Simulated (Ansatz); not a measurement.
Crystal: TePt.

```
Pt Te
1.0
     3.55919    0.00000    0.00000
     0.00000    3.55919    0.00000
     0.00000    0.00000    3.55919
Pt Te
1 1
Direct
  0.00000 0.00000 0.00000
  0.50000 0.50000 0.50000
```

Measurements of this composition are mostly on another form, of space group No. 166.

* Program: Ansatz 0.2.0
* Task: relaxation of cell and atoms
* Functional: r2SCAN
* Potentials or basis: Ansatz PAW
* Cutoff: 500 eV (not typed: the program's choice for these potentials)
* k mesh: 8 × 8 × 8
* Occupations: fermi-dirac, width 0.05 eV
* Spin: no spin polarisation

At the start: volume 22.54 Å³/atom.

How do energy, volume and symmetry change on relaxing?

It ends after 6 steps and the volume is 20.12 Å³/atom (-10.7 %); space group Pm-3m (No. 221, to 0.05 Å).

The path:
```csv
step,energy change (eV),largest force (eV/Å),volume (Å³)
1,0.0000,0.0000,45.09
2,-0.1685,0.0000,38.81
3,-0.1893,0.0000,40.63
4,-0.1910,0.0000,40.27
5,-0.1910,0.0000,40.24
6,-0.1900,0.0000,40.24
```

Final structure:
```cif
data_structure
_symmetry_space_group_name_H-M 'P 1'
_symmetry_Int_Tables_number 1
_cell_length_a 3.4269
_cell_length_b 3.4269
_cell_length_c 3.4269
_cell_angle_alpha 90.000
_cell_angle_beta 90.000
_cell_angle_gamma 90.000
_cell_volume 40.24
loop_
_atom_site_label
_atom_site_type_symbol
_atom_site_fract_x
_atom_site_fract_y
_atom_site_fract_z
_atom_site_occupancy
Pt1 Pt 0.00000 0.00000 0.00000 1
Te1 Te 0.50000 0.50000 0.50000 1
```

Caveat: the plane-wave basis is chosen anew once the cell has moved, so the energies of steps on either side of that aren't comparable; the PAW data sets come from PBE, with cores solved anew for the run's functional, which leaves a small shift of forces and pressure.
